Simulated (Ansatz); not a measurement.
**CdS in Ansatz: the effect of functional**

CdS:

```
Cd S
1.0
     4.26117    0.00000    0.00000
    -2.13058    3.69028    0.00000
     0.00000    0.00000    5.80417
Cd S
1 1
Direct
  0.00000 0.00000 0.44269
  0.66667 0.33333 0.43431
```

Measurements of this composition are mostly on another form, of space group No. 186.

Alike in all runs:

* Program: Ansatz 0.2.0
* Task: single point
* Potentials or basis: all-electron PAW datasets made for the crystal
* k mesh: 6 × 6 × 4
* Occupations: fermi-dirac, width 0.05 eV
* Spin: no spin polarisation

```tsv
functional	cutoff	gap on the mesh (eV)	pressure (GPa)
PBE	240 eV (chosen from the basis error)	1.47	-0.2
HSE06	270 eV (chosen from the basis error)	2.48	-0.7
PBE0	270 eV (chosen from the basis error)	?	?
```

Q: What does the run with functional PBE0 give?

A: gap on the mesh 3.15 eV; pressure -0.8 GPa.

A k mesh can miss the band edges.

The runs don't all hold the same shells in valence.
